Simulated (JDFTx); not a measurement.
The system is TaN.

```
CELL_PARAMETERS angstrom
2.93800 0.00000 0.00000
-1.46900 2.54438 0.00000
0.00000 0.00000 2.88300
ATOMIC_POSITIONS crystal
Ta 0.00000 0.00000 0.50000
N 0.66667 0.33333 0.00000
```

| Property | Result |
| --- | --- |
| Program | JDFTx 1.7.0 (patched build) |
| Task | single point |
| Functional | PBE |
| Potentials or basis | PseudoDojo-SR-PBE-0.5-standard |
| Cutoff | 1143 eV |
| Density cutoff | 4572 eV |
| k mesh | 10 × 10 × 9 |
| Occupations | fermi-dirac, width 0.05 eV |
| Spin | no spin polarisation |

On this cell: pressure 4.5 GPa; band gap on the k mesh none (metal or under the smearing width).

The same run follows on a disturbed copy (atoms moved at random, drawn with an rms of 0.05 Å):

```
Ta N
1.0
     2.93800    0.00000    0.00000
    -1.46900    2.54438    0.00000
     0.00000    0.00000    2.88300
Ta N
1 1
Cartesian
  0.0214 0.0212 1.3933
  1.4195 0.8621 0.0169
```

What changes?

The energy (extrapolated to zero smearing) moves by +32.1 meV/atom; pressure 6.1 GPa; band gap on the k mesh none (metal or under the smearing width).

Stress tensor (GPa, compression positive):
```
 5.76  1.12 -1.68
 1.12  5.04 -0.30
-1.68 -0.30  7.48
```
